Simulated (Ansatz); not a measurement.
# Band structure of Tl

```
Tl
1.0
    -1.95600    1.95600    1.95600
     1.95600   -1.95600    1.95600
     1.95600    1.95600   -1.95600
Tl
1
Cartesian
  0.0000 0.0000 0.0000
```

The conventional cell has a = 3.912 Å, b = 3.912 Å, c = 3.912 Å, α = 90.00°, β = 90.00°, γ = 90.00°. Tl (atom 1) is surrounded by 8 Tl at 3.39 Å.

The cell is the one relaxed in the Materials Project (mp-39), not relaxed further here; entries there can be hypothetical.

Spin–orbit coupling is left out, though it moves levels of the heavy atoms by tenths of an eV or more.

Level of theory: DFT, PBE, all-electron LAPW, scalar-relativistic (Ansatz 0.2.0).

The runs use a Γ-centred 13×13×13 k mesh, Fermi–Dirac smearing of 0.03 eV, basis error target 1 meV/atom, no spin polarisation.

Points in fractions of the reciprocal vectors of this cell: Γ (0, 0, 0), H (0.5, -0.5, 0.5), N (0, 0, 0.5), P (0.25, 0.25, 0.25). The path joins them by straight lines in the order Γ–H–N–Γ–P–H–P–N; legs that retrace an earlier one aren't tabulated. Energies are in eV from the Fermi level.

Metal or insulator at this level of theory?

No gap opens: metallic or semimetallic.

Tabulate bands 13 to 20, counted from the lowest band of the run, along the path.


```
k (1/Å)  point  band 13  band 14  band 15  band 16  band 17  band 18  band 19  band 20
   0.00      Γ   -11.60   -11.60   -11.21   -11.21    -9.71    10.39    10.39    10.39
   0.40          -11.55   -11.51   -11.29   -11.21    -9.02     6.94     8.13     8.13
   0.80          -11.39   -11.39   -11.34   -11.31    -6.97     3.60     4.78     4.78
   1.20          -11.62   -11.15   -11.15   -11.10    -3.92     1.88     2.36     2.36
   1.61      H   -11.77   -11.02   -11.02   -11.02    -1.79     1.47     1.47     1.47
   1.89          -11.70   -11.14   -11.09   -11.01    -2.77     0.53     1.91     2.72
   2.17          -11.51   -11.41   -11.23   -10.99    -4.02    -0.98     3.12     4.45
   2.46          -11.66   -11.30   -11.27   -10.96    -4.77    -2.12     4.71     5.97
   2.74      N   -11.72   -11.23   -11.21   -10.95    -5.01    -2.53     5.67     7.04
   3.03          -11.68   -11.25   -11.21   -11.06    -6.58    -0.30     6.16     7.39
   3.31          -11.60   -11.29   -11.26   -11.21    -8.31     3.38     7.51     8.37
   3.59          -11.58   -11.51   -11.23   -11.21    -9.37     7.52     9.30     9.70
   3.88      Γ   -11.60   -11.60   -11.21   -11.21    -9.71    10.39    10.39    10.39
   4.23          -11.61   -11.46   -11.22   -11.22    -9.19     6.79     8.60     8.60
   4.57          -11.64   -11.26   -11.23   -11.23    -7.60     2.56     5.42     5.42
   4.92          -11.61   -11.24   -11.21   -11.21    -5.31    -0.10     2.73     2.73
   5.27      P   -11.48   -11.48   -11.20   -11.20    -4.24     0.79     0.79     0.79
   5.62          -11.38   -11.38   -11.19   -11.19    -4.35    -0.20    -0.20     4.70
   5.96          -11.49   -11.49   -11.11   -11.11    -4.02    -0.14    -0.14     7.63
   6.31          -11.68   -11.22   -11.04   -11.04    -2.98     0.74     0.74     3.92
   6.66      H   -11.77   -11.02   -11.02   -11.02    -1.79     1.47     1.47     1.47
   8.05      P   -11.48   -11.48   -11.20   -11.20    -4.24     0.79     0.79     0.79
   8.25          -11.52   -11.32   -11.21   -11.20    -4.40    -0.57     1.32     2.40
   8.45          -11.60   -11.22   -11.21   -11.15    -4.70    -1.62     2.70     4.19
   8.65          -11.69   -11.23   -11.21   -11.01    -4.93    -2.30     4.49     5.99
   8.85      N   -11.72   -11.23   -11.21   -10.95    -5.01    -2.53     5.67     7.04
```
